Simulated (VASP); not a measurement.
Set up this calculation in VASP 6.6.1, as the native input.

```yaml
Task: single point
Functional: HSE06
Potentials_or_basis: VASP PAW PBE potentials, release 64 (As, Ga_d)
Cutoff: 520 eV
k_mesh: 6 × 6 × 6
Occupations: gaussian, width 0.02 eV
Spin: spin-orbit coupling, no magnetisation
Ladder: gaps
Grid_for_exact_exchange_PRECFOCK: Fast
Screening_parameter: 0.2 1/A
Further_INCAR_settings: ALGO = Normal; EDIFF = 1e-06; NBANDS = 30
```

GaAs:

```
CELL_PARAMETERS angstrom
0.00000 2.82685 2.82685
2.82685 0.00000 2.82685
2.82685 2.82685 0.00000
ATOMIC_POSITIONS crystal
As 0.75000 0.75000 0.75000
Ga 0.00000 0.00000 0.00000
```

These files were run (other wordings do the same):

POSCAR

```
GaAs
1.0
    0.0000000000      2.8268500000      2.8268500000
    2.8268500000      0.0000000000      2.8268500000
    2.8268500000      2.8268500000      0.0000000000
As Ga
1 1
Direct
    0.7500000000      0.7500000000      0.7500000000
    0.0000000000      0.0000000000      0.0000000000
```

INCAR.step1

```
ALGO     = Normal         # electronic algorithm
EDIFF    = 1E-5           # SCF threshold, eV
ENCUT    = 520            # plane-wave cutoff, eV
GGA      = PE             # functional
GGA_COMPAT= F            
ISIF     = 2              # what is computed and relaxed
ISMEAR   = 0              # smearing method
KPAR     = 4            
LASPH    = T              # aspherical terms in the spheres
LCHARG   = F              # write CHGCAR
LNONCOLLINEAR= T              # non-collinear magnetism
LORBIT   = 11             # projections on sites
LREAL    = F              # projectors in reciprocal space
LSORBIT  = T              # spin-orbit coupling
LWAVE    = T              # write WAVECAR
MAGMOM   = 0 0 0 0 0 0    # initial moments
NBANDS   = 30             # bands
NELM     = 80             # most SCF steps
PREC     = Accurate       # precision mode
SIGMA    = 0.02           # smearing width, eV
```

INCAR.step2

```
ALGO     = Normal         # electronic algorithm
EDIFF    = 1E-6           # SCF threshold, eV
ENCUT    = 520            # plane-wave cutoff, eV
GGA      = PE             # functional
GGA_COMPAT= F            
HFSCREEN = 0.2            # screening, 1/A
ISIF     = 2              # what is computed and relaxed
ISMEAR   = 0              # smearing method
ISTART   = 1            
KPAR     = 4            
LASPH    = T              # aspherical terms in the spheres
LCHARG   = F              # write CHGCAR
LHFCALC  = T              # exact exchange
LNONCOLLINEAR= T              # non-collinear magnetism
LORBIT   = 11             # projections on sites
LREAL    = F              # projectors in reciprocal space
LSORBIT  = T              # spin-orbit coupling
LWAVE    = F              # write WAVECAR
MAGMOM   = 0 0 0 0 0 0    # initial moments
NBANDS   = 30             # bands
NELM     = 80             # most SCF steps
PREC     = Accurate       # precision mode
PRECFOCK = Fast         
SIGMA    = 0.02           # smearing width, eV
```

KPOINTS

```
k-points
0
Gamma
  6 6 6
```

Potentials or basis: VASP PAW PBE potentials, release 64 (As, Ga_d).

Command:

```console
$ cat potpaw_PBE.64/As/POTCAR potpaw_PBE.64/Ga_d/POTCAR > POTCAR
$ cp INCAR.step1 INCAR
$ mpirun -np 4 vasp_ncl > vasp.out
$ cp INCAR.step2 INCAR
$ mpirun -np 4 vasp_ncl > vasp.out
```

Results of the run:

```yaml
Pressure: 1.0 GPa
Valence_electrons_inside_the_program's_atomic_spheres: As 2.90; Ga 11.65
```

Caveat: the PAW data sets were made with another functional, which shifts forces and pressure a little.

Run time: 47 min on 4 MPI ranks on Intel(R) Xeon(R) Platinum 8259CL CPU @ 2.50GHz (Skylake/Cascade Lake) (shared host), peak memory 0.41 GiB a rank.
